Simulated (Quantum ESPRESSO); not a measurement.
Runs of Quantum ESPRESSO 7.5 on MnSi. It takes space group F-43m (No. 216, cubic). The conventional cell has a = 5.054 Å, b = 5.054 Å, c = 5.054 Å, α = 90.00°, β = 90.00°, γ = 90.00°. Mn (site symmetry -43m) is surrounded by 4 Si at 2.19 Å. Si (site symmetry -43m) has 4 Mn at 2.19 Å as nearest neighbours. The cell was built by a generator and needn't be a form met in nature.

```tsv
cell	gap on the mesh (eV)	pressure (GPa)	moment (μB)
relaxed to 5 GPa	none	5.0	(a)
relaxed to 40 GPa	none	39.9	1.04
relaxed	none	-0.1	(b)
relaxed to 10 GPa	none	10.0	1.83
relaxed to 20 GPa	none	20.0	1.55
```

Alike in all rows: task phonons; level LDA; potentials or basis GBRV 1.5 LDA; spin collinear, ferromagnetic start; k mesh 6 × 6 × 6; cutoff (eV) 612; smearing cold 0.2 eV.

Problem. Estimate the missing entries.

Solution. (a) 1.95; (b) 2.16.

Caveats: the mesh is thin for the phonons of a metal; the cell is more than 3 GPa from zero pressure, which shifts response properties (some runs); the moment fell far below its start of 4 μB, so a state of higher moment may lie lower in energy (some runs).

A gap of «none» marks a metal or a gap under the smearing width.
